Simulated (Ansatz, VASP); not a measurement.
**MgS: VASP beside Ansatz**

POSCAR

```
MgS
1.0
    0.0000000000      2.7176417676      2.7176417676
    2.7176417676      0.0000000000      2.7176417676
    2.7176417676      2.7176417676      0.0000000000
Mg S
1 1
Direct
    0.0000000000      0.0000000000      0.0000000000
    0.2500000000      0.2500000000      0.2500000000
```

INCAR.step1

```
PREC = Accurate ; ENCUT = 520
ISMEAR = 0 ; SIGMA = 0.01
LREAL = F ; LASPH = T
NELM = 80 ; NBANDS = 11
GGA = PE ; ALGO = Normal
EDIFF = 1E-4 ; LWAVE = T
LCHARG = F
```

INCAR.step2

```
PREC = Accurate ; ENCUT = 520
EDIFF = 1E-6 ; ISMEAR = 0
SIGMA = 0.01 ; LREAL = F
LASPH = T ; NELM = 80
ALGO = Normal ; ISIF = 2
LWAVE = F ; LCHARG = T
METAGGA = R2SCAN ; LMIXTAU = T
LELF = T ; LVHAR = T
NBANDS = 11 ; ISTART = 1
```

Contents of KPOINTS:

```
Automatic mesh
0
Gamma
  8 8 8
```

Input for Ansatz:

```yaml
crystal:
  lattice:
    - [0.0, 2.7176417676, 2.7176417676]
    - [2.7176417676, 0.0, 2.7176417676]
    - [2.7176417676, 2.7176417676, 0.0]
  atoms:
    - { symbol: Mg, position: [0.0, 0.0, 0.0] }
    - { symbol: S, position: [0.25, 0.25, 0.25] }
kpoints:
  mp_grid: { grid: [8, 8, 8] }
  band_path:
    path:
      - [0.0, 0.0, 0.0]
      - [-0.5, -0.5, 0.0]
      - [-0.375, -0.375, 0.25]
      - [-0.375, 0.0, 0.375]
      - [0.0, 0.0, 0.5]
      - [-0.5, -0.25, 0.25]
      - [0.0, 0.5, 0.5]
    npoints: 1
hamiltonian:
  xc: r2scan
scf:
  occupations: { method: fixed }
  n_extra_bands: 4
output:
  forces: true
  stress: true
  eigenvalues: true
```

Change from the starting cell: hydrostatic strain -4.0%.

Alike in both runs: task single point; functional r2SCAN; k mesh 8 × 8 × 8; no spin polarisation.

|  | VASP | Ansatz |
| --- | --- | --- |
| version | VASP 6.6.1 | Ansatz 0.2.0 |
| potentials or method | VASP PAW PBE potentials, release 64 (Mg, S) | plane waves, PAW |
| plane-wave cutoff (eV) | 520 | 500 |
| occupations | gaussian, width 0.01 eV | fixed |
| valence electrons in the cell | 8 | 16 |

|  | VASP | Ansatz | Ansatz less VASP |
| --- | --- | --- | --- |
| gap on the k mesh at the Fermi level (eV) | 4.21 | 4.21 | -0.001 |
| pressure (GPa) | 9.1 | 9.4 | +0.25 |

The two sets of potentials don't hold the same shells in valence.

Caveats: the PAW data sets were made with another functional, which shifts forces and pressure a little (VASP). A k mesh can miss the band edges.
